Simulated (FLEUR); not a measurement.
# Pb (Fd-3m) in FLEUR: a series of runs

The runs below take Pb through band structure, with LDA, PBEsol, r2SCAN.

All numbers are computed with FLEUR MaX-R8.1 (later development tree); they aren't measurements. Logs are shortened: lines on timing, memory, paths and dates and some standing lists are left out, and cuts for length are marked.

## Step 1: The structure

The structure is cubic, space group Fd-3m (No. 227). Conventional cell: a = 6.878 Å, b = 6.878 Å, c = 6.878 Å, α = 90.00°, β = 90.00°, γ = 90.00°. Pb (site symmetry -43m) is surrounded by 4 Pb at 2.98 Å.

This isn't the form of Pb at room conditions, which is fcc.

## Step 2: Band structure, LDA

Input file inp.xml:

```xml
<?xml version="1.0" encoding="UTF-8" standalone="no"?>
<fleurInput fleurInputVersion="0.39">
   <comment>
      Pb                                                                                                  
   </comment>
   <calculationSetup>
      <cutoffs Kmax="4.1" Gmax="12.7" GmaxXC="12.7" numbands="0"/>
      <scfLoop itmax="60" minDistance="0.00001" maxIterBroyd="15" imix="Anderson" alpha="0.05" precondParam="0.0" spinf="2.0" sdNocoIR="T"/>
      <coreElectrons ctail="T" frcor="F" kcrel="0" coretail_lmax="0"/>
      <xcFunctional name="vwn" relativisticCorrections="F"/>
      <magnetism jspins="1"/>
      <soc l_soc="F" theta="0.0" phi="0.0" spav="F"/>
      <expertModes spex="0" secvar="F"/>
      <geometryOptimization l_f="F" forcealpha="1.0" forcemix="BFGS" epsdisp="0.00001" epsforce="0.00001"/>
      <ldaU l_linMix="F" mixParam="0.05" spinf="1.0"/>
   </calculationSetup>
   <cell>
      <bzIntegration valenceElectrons="40.0" mode="hist" fermiSmearingEnergy="0.00183747">
         <kPointListSelection listName="default-1"/>
         <!-- k-points included here -->
         <xi:include xmlns:xi="http://www.w3.org/2001/XInclude" href="kpts.xml"> </xi:include>
      </bzIntegration>
      <!-- symmetry operations included here -->
      <xi:include xmlns:xi="http://www.w3.org/2001/XInclude" href="sym.xml"> </xi:include>
      <bulkLattice scale="1.0">
         <bravaisMatrix>
            <row-1>    0.0000000000000000     6.4987682473791999     6.4987682473791999</row-1>
            <row-2>    6.4987682473791999     0.0000000000000000     6.4987682473791999</row-2>
            <row-3>    6.4987682473791999     6.4987682473791999     0.0000000000000000</row-3>
         </bravaisMatrix>
      </bulkLattice>
   </cell>
   <atomSpecies>
      <species name="Lead (Pb)" element="Pb" atomicNumber="82">
         <mtSphere radius="2.58" gridPoints="863" logIncrement="0.016"/>
         <atomicCutoffs lmax="10" lnonsphr="10"/>
         <electronConfig flipSpins="F">
            <coreConfig>(1s1/2) (2s1/2) (2p1/2) (2p3/2) (3s1/2) (3p1/2) (3p3/2) (4s1/2) (3d3/2) (3d5/2) (4p1/2) (4p3/2) (4d3/2) (4d5/2) (4f5/2) (4f7/2) (5s1/2)</coreConfig>
            <valenceConfig>(5p1/2) (5p3/2) (6s1/2) (5d3/2) (5d5/2) (6p1/2) (6p3/2)</valenceConfig>
            <stateOccupation state="(6p1/2)" spinUp="0.333333" spinDown="0.333333"/>
            <stateOccupation state="(6p3/2)" spinUp="0.666667" spinDown="0.666667"/>
         </electronConfig>
         <energyParameters s="6" p="6" d="5" f="5"/>
         <lo type="SCLO" l="1" n="5" eDeriv="0"/>
         <lo type="SCLO" l="1" n="5" eDeriv="1"/>
         <lo type="SCLO" l="0" n="6" eDeriv="2"/>
         <lo type="SCLO" l="2" n="5" eDeriv="2"/>
         <lo type="SCLO" l="3" n="5" eDeriv="2"/>
      </species>
   </atomSpecies>
   <atomGroups>
      <atomGroup species="Lead (Pb)">
         <relPos label="                   1">1.000/8.000 1.000/8.000 1.000/8.000</relPos>
         <relPos label="                   2">-1.000/8.000 -1.000/8.000 -1.000/8.000</relPos>
         <force calculate="T" relaxXYZ="TTT"/>
      </atomGroup>
   </atomGroups>
   <output dos="F" band="F" slice="F">
      <checks vchk="F" cdinf="F"/>
      <bandDOS minEnergy="-.5*Htr" maxEnergy="0.5*Htr" sigma="0.015" storeEVData="T"/>
      <vacuumDOS vacdos="F" integ="F" star="F" nstars="0" locx1="0.0" locy1="0.0" locx2="0.0" locy2="0.0" nstm="0" tworkf="0.0"/>
      <unfoldingBand unfoldBand="F" supercellX="1" supercellY="1" supercellZ="1"/>
      <plotting iplot="0" polar="F">
         <plot TwoD="T" vec1="  1.0  0.0  0.0" vec2="  0.0  1.0  0.0" vec3="  0.0  0.0  1.0" zero="  0.0  0.0  0.0" file="plot"/>
      </plotting>
      <chargeDensitySlicing numkpt="0" minEigenval="0.0" maxEigenval="0.0" nnne="0" pallst="F"/>
      <specialOutput eonly="F"/>
      <moessbauerParams electricFieldGradient="T" isomerShift="T" coreHyperfine="T" valenceHyperfine="T"/>
      <magneticCircularDichroism mcd="F" energyLo="-10.0" energyUp="0.0"/>
   </output>
  <!-- We include the file relax.xml here to enable relaxations (see documentation) -->
  <xi:include xmlns:xi="http://www.w3.org/2001/XInclude" href="relax.xml"> <xi:fallback/> </xi:include>
</fleurInput>
```

Input file crystal.txt:

```
Pb
&input cartesian=F /
0.0000000000  3.4390000555  3.4390000555
3.4390000555  0.0000000000  3.4390000555
3.4390000555  3.4390000555  0.0000000000
1.8897261246
1.0 1.0 1.0

2
82 0.2500000000  0.2500000000  0.2500000000
82 0.0000000000  0.0000000000  0.0000000000

&kpt div1=7 div2=7 div3=7 gamma=T /
```

Input file inp.xml (bands):

```
<?xml version="1.0" encoding="UTF-8" standalone="no"?>
<fleurInput fleurInputVersion="0.39">
   <comment>
      Pb                                                                                                  
   </comment>
   <calculationSetup>
      <cutoffs Kmax="4.1" Gmax="12.7" GmaxXC="12.7" numbands="0"/>
      <scfLoop itmax="60" minDistance="0.00001" maxIterBroyd="15" imix="Anderson" alpha="0.05" precondParam="0.0" spinf="2.0" sdNocoIR="T"/>
      <coreElectrons ctail="T" frcor="F" kcrel="0" coretail_lmax="0"/>
      <xcFunctional name="vwn" relativisticCorrections="F"/>
      <magnetism jspins="1"/>
      <soc l_soc="F" theta="0.0" phi="0.0" spav="F"/>
      <expertModes spex="0" secvar="F"/>
      <geometryOptimization l_f="F" forcealpha="1.0" forcemix="BFGS" epsdisp="0.00001" epsforce="0.00001"/>
      <ldaU l_linMix="F" mixParam="0.05" spinf="1.0"/>
   </calculationSetup>
   <cell>
      <bzIntegration valenceElectrons="40.0" mode="hist" fermiSmearingEnergy="0.00183747">
         <kPointListSelection listName="path-1"/>
         <!-- k-points included here -->
         <xi:include xmlns:xi="http://www.w3.org/2001/XInclude" href="kpts.xml"> </xi:include>
      </bzIntegration>
      <!-- symmetry operations included here -->
      <xi:include xmlns:xi="http://www.w3.org/2001/XInclude" href="sym.xml"> </xi:include>
      <bulkLattice scale="1.0">
         <bravaisMatrix>
            <row-1>    0.0000000000000000     6.4987682473791999     6.4987682473791999</row-1>
            <row-2>    6.4987682473791999     0.0000000000000000     6.4987682473791999</row-2>
            <row-3>    6.4987682473791999     6.4987682473791999     0.0000000000000000</row-3>
         </bravaisMatrix>
      </bulkLattice>
   </cell>
   <atomSpecies>
      <species name="Lead (Pb)" element="Pb" atomicNumber="82">
         <mtSphere radius="2.58" gridPoints="863" logIncrement="0.016"/>
         <atomicCutoffs lmax="10" lnonsphr="10"/>
         <electronConfig flipSpins="F">
            <coreConfig>(1s1/2) (2s1/2) (2p1/2) (2p3/2) (3s1/2) (3p1/2) (3p3/2) (4s1/2) (3d3/2) (3d5/2) (4p1/2) (4p3/2) (4d3/2) (4d5/2) (4f5/2) (4f7/2) (5s1/2)</coreConfig>
            <valenceConfig>(5p1/2) (5p3/2) (6s1/2) (5d3/2) (5d5/2) (6p1/2) (6p3/2)</valenceConfig>
            <stateOccupation state="(6p1/2)" spinUp="0.333333" spinDown="0.333333"/>
            <stateOccupation state="(6p3/2)" spinUp="0.666667" spinDown="0.666667"/>
         </electronConfig>
         <energyParameters s="6" p="6" d="5" f="5"/>
         <lo type="SCLO" l="1" n="5" eDeriv="0"/>
         <lo type="SCLO" l="1" n="5" eDeriv="1"/>
         <lo type="SCLO" l="0" n="6" eDeriv="2"/>
         <lo type="SCLO" l="2" n="5" eDeriv="2"/>
         <lo type="SCLO" l="3" n="5" eDeriv="2"/>
      </species>
   </atomSpecies>
   <atomGroups>
      <atomGroup species="Lead (Pb)">
         <relPos label="                   1">1.000/8.000 1.000/8.000 1.000/8.000</relPos>
         <relPos label="                   2">-1.000/8.000 -1.000/8.000 -1.000/8.000</relPos>
         <force calculate="T" relaxXYZ="TTT"/>
      </atomGroup>
   </atomGroups>
   <output dos="F" band="T" slice="F">
      <checks vchk="F" cdinf="F"/>
      <bandDOS minEnergy="-.5*Htr" maxEnergy="0.5*Htr" sigma="0.015" storeEVData="T"/>
      <vacuumDOS vacdos="F" integ="F" star="F" nstars="0" locx1="0.0" locy1="0.0" locx2="0.0" locy2="0.0" nstm="0" tworkf="0.0"/>
      <unfoldingBand unfoldBand="F" supercellX="1" supercellY="1" supercellZ="1"/>
      <plotting iplot="0" polar="F">
         <plot TwoD="T" vec1="  1.0  0.0  0.0" vec2="  0.0  1.0  0.0" vec3="  0.0  0.0  1.0" zero="  0.0  0.0  0.0" file="plot"/>
      </plotting>
      <chargeDensitySlicing numkpt="0" minEigenval="0.0" maxEigenval="0.0" nnne="0" pallst="F"/>
      <specialOutput eonly="F"/>
      <moessbauerParams electricFieldGradient="T" isomerShift="T" coreHyperfine="T" valenceHyperfine="T"/>
      <magneticCircularDichroism mcd="F" energyLo="-10.0" energyUp="0.0"/>
   </output>
  <!-- We include the file relax.xml here to enable relaxations (see documentation) -->
  <xi:include xmlns:xi="http://www.w3.org/2001/XInclude" href="relax.xml"> <xi:fallback/> </xi:include>
</fleurInput>
```

Potentials or basis: all-electron, FLAPW.

On the command line:

```
inpgen -f crystal.txt -profile fastHighL
# inp.xml edited to the form shown
fleur_MPI
fleur_MPI   # second run, on inp.xml (bands)
```

Standard output:

```text
Welcome to FLEUR        (www.flapw.de)
      MaX-Release 8.1          (www.max-centre.eu)

 ========== k-point set info ==========
 Selected k-point list: default-1
 k-point list type: mesh
 7 x 7 x 7
 Number of k points: 20

 ------------Calculation Setup---------------------------
 Number of MPI-tasks      :            1
 Number of PE/node        :            1
 Number of OMP-threads    :            1
 Most efficient MPI parallelization for:
           1           2           4           5          10          20
 Additional eigenvalue parallelization possible
 Number of basis functions:          716
 Approximate size of matrices (H+S) per k-point:         0.008 GB
 --------------------------------------------------------
 Iteration:     1   Distance:      10.11333803 me/bohr^3
 Iteration:     2   Distance:       9.50388768 me/bohr^3
 Iteration:     3   Distance:       3.00650634 me/bohr^3
 Iteration:     4   Distance:       0.29419003 me/bohr^3
 Iteration:     5   Distance:       0.25872248 me/bohr^3
 Iteration:     6   Distance:       0.04207702 me/bohr^3
 Iteration:     7   Distance:       0.00465854 me/bohr^3
 Iteration:     8   Distance:       0.00454917 me/bohr^3
 Iteration:     9   Distance:       0.00049729 me/bohr^3
 Iteration:    10   Distance:       0.00013152 me/bohr^3
 Iteration:    11   Distance:       0.00002991 me/bohr^3
 Iteration:    12   Distance:       0.00000227 me/bohr^3

 ********************************************************************
 Run finished successfully
 Stop message:
   all done
 ********************************************************************
```

output (bands):

```text
Welcome to FLEUR        (www.flapw.de)
      MaX-Release 8.1          (www.max-centre.eu)

 ========== k-point set info ==========
 Selected k-point list: path-1
 k-point list type: path
 Number of k points: 60

 ------------Calculation Setup---------------------------
 Number of MPI-tasks      :            1
 Number of PE/node        :            1
 Number of OMP-threads    :            1
 Most efficient MPI parallelization for:
           1           2           3           4           5           6          10          12          15          20          30          60
 Additional eigenvalue parallelization possible
 Number of basis functions:          722
 Approximate size of matrices (H+S) per k-point:         0.008 GB
 --------------------------------------------------------
 Fermi energy correction for metals:
 Fermi energy in bands.* files may not be consistent with last density.
 Please correct it manually (e.g. in band.gnu file).

 Note: Band structure data (together with different weights) is also stored in the banddos.hdf file.
       A convenient way of extracting and plotting the data from that file is by making use of the

 ********************************************************************
 Run finished successfully
 Stop message:
   Charge density postprocessing done.
 ********************************************************************
```

out.xml (last iteration):

```text
<iteration numberForCurrentRun="   12" overallNumber="   12">
         <energyParameters units="Htr">
            <atomicEP atomType="1" spin="1" branch="6s" branchLowest="-4.96" branchHighest="0.57" value="-0.1726967958"/>
            <atomicEP atomType="1" spin="1" branch="6p" branchLowest="-2.81" branchHighest="1.46" value="0.0939154469"/>
            <atomicEP atomType="1" spin="1" branch="5d" branchLowest="-14.40" branchHighest="-0.37" value="-0.4139121623"/>
            <atomicEP atomType="1" spin="1" branch="5f" branchLowest="-4.56" branchHighest="1.85" value="0.4256840193"/>
            <loAtomicEP atomType="1" spin="1" branch="5p" branchLowest="-23.31" branchHighest="-2.81" value="-2.8825196860"/>
            <loAtomicEP atomType="1" spin="1" branch="5p" branchLowest="-23.31" branchHighest="-2.81" value="-2.8825196860"/>
            <loAtomicEP atomType="1" spin="1" branch="6s" branchLowest="-4.96" branchHighest="0.57" value="-0.1726967958"/>
            <loAtomicEP atomType="1" spin="1" branch="5d" branchLowest="-14.40" branchHighest="-0.37" value="-0.4455150747"/>
            <loAtomicEP atomType="1" spin="1" branch="5f" branchLowest="-4.56" branchHighest="1.85" value="0.4256732743"/>
         </energyParameters>
         <eigenvalues>
            <eigenvaluesAt spin="1" ikpt="1" k_x="0.00000000" k_y="0.00000000" k_z="0.00000000">
                      -2.8169170580       -2.8169170580       -2.8169170580       -2.8164774918       -2.8164774918
                      -2.8164774918       -0.4587297411       -0.4587297411       -0.4587297411       -0.4557939609
                      -0.4557939609       -0.4398628035       -0.4398628035       -0.4398628035       -0.4388740959
                      -0.4388740959       -0.2412715406        0.0216007667        0.1849691406        0.1849691406
                       0.1849691406        0.2584239604        0.2584239604        0.2584239604        0.3180250980
                       0.4624484982        0.4624484982        0.4624484982        0.4824396443        0.4824396443
                       0.5303484486
            </eigenvaluesAt>
            <eigenvaluesAt spin="1" ikpt="2" k_x="0.00000000" k_y="0.00000000" k_z="0.14285714">
                      -2.8169222378       -2.8169222378       -2.8169073660       -2.8164876265       -2.8164726461
                      -2.8164726461       -0.4594124664       -0.4594124664       -0.4585646330       -0.4548029004
                      -0.4548029004       -0.4409824518       -0.4409824518       -0.4403052001       -0.4379361016
                      -0.4379361016       -0.2348918051       -0.0003869574        0.1704543431        0.1729324737
[... 57 lines left out ...]
            <coreIsomerShift atomType="1" isTotal="2979205.82015">
               <shell n="1" l="0" isomerShift="2447019.18760"/>
               <shell n="2" l="0" isomerShift="377609.19154"/>
               <shell n="2" l="1" isomerShift="29986.10737"/>
               <shell n="3" l="0" isomerShift="87288.35087"/>
               <shell n="3" l="1" isomerShift="7786.73595"/>
               <shell n="4" l="0" isomerShift="22637.18933"/>
               <shell n="3" l="2" isomerShift="0.00327"/>
               <shell n="4" l="1" isomerShift="1995.68427"/>
               <shell n="4" l="2" isomerShift="0.00091"/>
               <shell n="4" l="3" isomerShift="0.00000"/>
               <shell n="5" l="0" isomerShift="4883.36904"/>
            </coreIsomerShift>
            <isomerShift atomType="1" nucleusRadius="0.0001398" averageDensity="2979731.85979"/>
            <electricFieldGradient atomType="1" VXX="0.00000" VYY="0.00000" VZZ="0.00000" asymParam="0.00000">
            </electricFieldGradient>
         </moessbauerParams>
         <totalEnergy                                    value="   -41834.0744998210" units="Htr">
            <sumOfEigenvalues                            value="   -25885.4436058760">
               <coreElectrons value="-25842.5623452693"/>
               <valenceElectrons value="-42.8812606066"/>
            </sumOfEigenvalues>
            <densityCoulombPotentialIntegral value="-73570.7815773663"/>
            <densityEffectivePotentialIntegral value="-74577.1138549196"/>
            <chargeDenXCDenIntegral value="-757.9520798859"/>
            <FockExchangeEnergyValence value="0.0000000000"/>
            <FockExchangeEnergyCore value="0.0000000000"/>
            <atomTypeDependentContributions atomType="1">
               <electronNucleiInteractionDifferentMTs value="52907.2472876843"/>
               <MadelungTerm value="-75.1545926113"/>
            </atomTypeDependentContributions>
            <tkbTimesEntropy value="0.0002224860"/>
            <freeEnergy value="-41834.0747223070"/>
            <extrapolationTo0K value="-41834.0746110640"/>
         </totalEnergy>
         <densityConvergence units="me/bohr^3">
            <chargeDensity spin="1" distance="0.0000022732"/>
         </densityConvergence>
      </iteration>
```

It took 43 s on 1 thread of Arm Neoverse V2, shared host; peak memory 0.07 GiB.

What came out:

```yaml
Free_energy: -1138363.1655 eV
Band_gap_along_the_path: none (metal or under the smearing width)
Valence_electrons_inside_the_program's_atomic_spheres: Pb 17.93 (radii Pb 2.58 bohr)
```

Levels at the corners of the path, in eV from the Fermi level:
| point | band 18 | band 19 | band 20 | band 21 | band 22 | band 23 |
| --- | --- | --- | --- | --- | --- | --- |
| Γ | -4.04 | 0.41 | 0.41 | 0.41 | 2.40 | 2.40 |
| X | -8.55 | -1.97 | -1.97 | 0.83 | 0.83 | 7.14 |
| W | -8.52 | -2.43 | -2.43 | 2.71 | 2.71 | 4.25 |
| K | -8.12 | -2.73 | -1.64 | 0.95 | 2.99 | 5.15 |
| Γ | -4.04 | 0.41 | 0.41 | 0.41 | 2.40 | 2.40 |
| L | -7.16 | -1.01 | -0.74 | -0.74 | 3.52 | 3.52 |
| U | -8.12 | -2.73 | -1.64 | 0.95 | 2.99 | 5.15 |
| W | -8.52 | -2.43 | -2.43 | 2.71 | 2.71 | 4.25 |
| L | -7.16 | -1.01 | -0.74 | -0.74 | 3.52 | 3.52 |
| K | -8.12 | -2.73 | -1.64 | 0.95 | 2.99 | 5.15 |
| U | -8.12 | -2.73 | -1.64 | 0.95 | 2.99 | 5.15 |
| X | -8.55 | -1.97 | -1.97 | 0.83 | 0.83 | 7.14 |

Core levels (eV from the Fermi level):
| atom | levels |
| --- | --- |
| 1 Pb | 1s1/2 -87909.7, 2s1/2 -15708.2, 2p1/2 -15087.9, 2p3/2 -12900.1, 3s1/2 -3766.9, 3p1/2 -3486.6, 3p3/2 -2998.6, 4s1/2 -848.9, 3d3/2 -2536.8, 3d5/2 -2432.9, 4p1/2 -727.7, 4p3/2 -607.9, 4d3/2 -410.2, 4d5/2 -387.9, 4f5/2 -131.6, 4f7/2 -126.6, 5s1/2 -139.7 |
| 2 Pb | 1s1/2 -87909.7, 2s1/2 -15708.2, 2p1/2 -15087.9, 2p3/2 -12900.1, 3s1/2 -3766.9, 3p1/2 -3486.6, 3p3/2 -2998.6, 4s1/2 -848.9, 3d3/2 -2536.8, 3d5/2 -2432.9, 4p1/2 -727.7, 4p3/2 -607.9, 4d3/2 -410.2, 4d5/2 -387.9, 4f5/2 -131.6, 4f7/2 -126.6, 5s1/2 -139.7 |

Caveat: spin-orbit coupling is left out, which moves the levels of the heavy elements.

[end of part 1 of 3]
